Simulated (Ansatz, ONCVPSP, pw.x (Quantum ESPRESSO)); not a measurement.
What a changed setting does to a pw.x run (fcc Mo)

Potential: optimised norm-conserving Vanderbilt (ONCV), ONCVPSP 4.0.1.1 (patched build), PBE; core [Ar] 3d10, reference 4s2 4p6 4d5 5s1; waves: 4s+5s: rc 1.70 bohr, ncon 4, nbas 8, qcut 6.5 1/bohr, 2 projectors; 4p: rc 1.65 bohr, ncon 3, nbas 7, qcut 8.2 1/bohr, 2 projectors, debl 1 Ha; 4d: rc 1.75 bohr, ncon 4, nbas 7, qcut 4.2 1/bohr, 1 projector; local part: polynomial inside 1.50 bohr (lpopt 5, dvloc0 1 Ha); core correction: none. In the p channel the program set the typed energies aside and used -1.414, 0.250 Ha.

The reference run (k-mesh 14³, cutoffs 140/560 Ry, Fermi–Dirac 0.01 Ry, mixing_beta 0.4, conv_thr 1e-9, no spin) gives 1.40 GPa at 16.027 Å³/atom, where all-electron LAPW gives 0.44 GPa. This run, with its own iteration cap, changes degauss to 0.005.

```
&control
  calculation='scf', prefix='x', pseudo_dir='./', outdir='./tmp', tstress=.true., disk_io='none'
/
&system
  ibrav=0, nat=1, ntyp=1, ecutwfc=140, ecutrho=560, nbnd=15,
  occupations='smearing', smearing='fd', degauss=0.005
/
&electrons
  conv_thr=1e-09, mixing_beta=0.4, electron_maxstep=50
/
ATOMIC_SPECIES
Mo 1.0 Mo.UPF
CELL_PARAMETERS angstrom
  0.00000000 2.00112437 2.00112437
  2.00112437 0.00000000 2.00112437
  2.00112437 2.00112437 0.00000000
ATOMIC_POSITIONS crystal
Mo 0.0000 0.0000 0.0000
K_POINTS automatic
14 14 14 0 0 0
```

```bash
pw.x < Mo.scf.in > Mo.scf.out
```

Problem. How does the run end?

Solution. It converges in 8 iterations; the free energy moves by +29.0 meV/atom and the pressure by -0.49 GPa. In a metal, with Fermi–Dirac smearing, F lies below its zero-width value by a term in the square of the width.

```
Message from routine setup:
     using ibrav=0 with symmetry is DISCOURAGED, use correct ibrav instead
     lattice parameter (alat)  =       5.3480  a.u.
     unit-cell volume          =     108.1556 (a.u.)^3
     number of electrons       =        14.00
     number of Kohn-Sham states=           15
     kinetic-energy cutoff     =     140.0000  Ry
     charge density cutoff     =     560.0000  Ry
     scf convergence threshold =      1.0E-09
     Exchange-correlation= PBE
     number of k points=   104  Fermi-Dirac smearing, width (Ry)=  0.0050
     iteration #  1     ecut=   140.00 Ry     beta= 0.40
     total energy              =    -136.74750733 Ry
     estimated scf accuracy    <       0.11406506 Ry
     iteration #  2     ecut=   140.00 Ry     beta= 0.40
     total energy              =    -136.75368949 Ry
     estimated scf accuracy    <       0.01115702 Ry
     iteration #  3     ecut=   140.00 Ry     beta= 0.40
     total energy              =    -136.75494333 Ry
     estimated scf accuracy    <       0.00082011 Ry
     iteration #  4     ecut=   140.00 Ry     beta= 0.40
     total energy              =    -136.75497876 Ry
     estimated scf accuracy    <       0.00002476 Ry
     iteration #  5     ecut=   140.00 Ry     beta= 0.40
     total energy              =    -136.75498474 Ry
     estimated scf accuracy    <       0.00000052 Ry
     iteration #  6     ecut=   140.00 Ry     beta= 0.40
     total energy              =    -136.75498482 Ry
     estimated scf accuracy    <       0.00000002 Ry
     iteration #  7     ecut=   140.00 Ry     beta= 0.40
     total energy              =    -136.75498482 Ry
     estimated scf accuracy    <          6.5E-09 Ry
     iteration #  8     ecut=   140.00 Ry     beta= 0.40
     the Fermi energy is    20.3266 ev
!    total energy              =    -136.75498482 Ry
     estimated scf accuracy    <          1.2E-10 Ry
     smearing contrib. (-TS)   =      -0.00136169 Ry
     The total energy is F=E-TS. E is the sum of the following terms:
     one-electron contribution =     -20.70012840 Ry
     hartree contribution      =      18.44839404 Ry
     xc contribution           =     -15.68466431 Ry
     ewald contribution        =    -118.81722445 Ry
     convergence has been achieved in   8 iterations
          total   stress  (Ry/bohr**3)                   (kbar)     P=        9.15
     Message from routine punch:
     Nothing written, as per user request (disk_io='none')
```

The run took about 73 s on one core of a shared host (Neoverse-V1, 32 threads, 126 GiB, load 13).
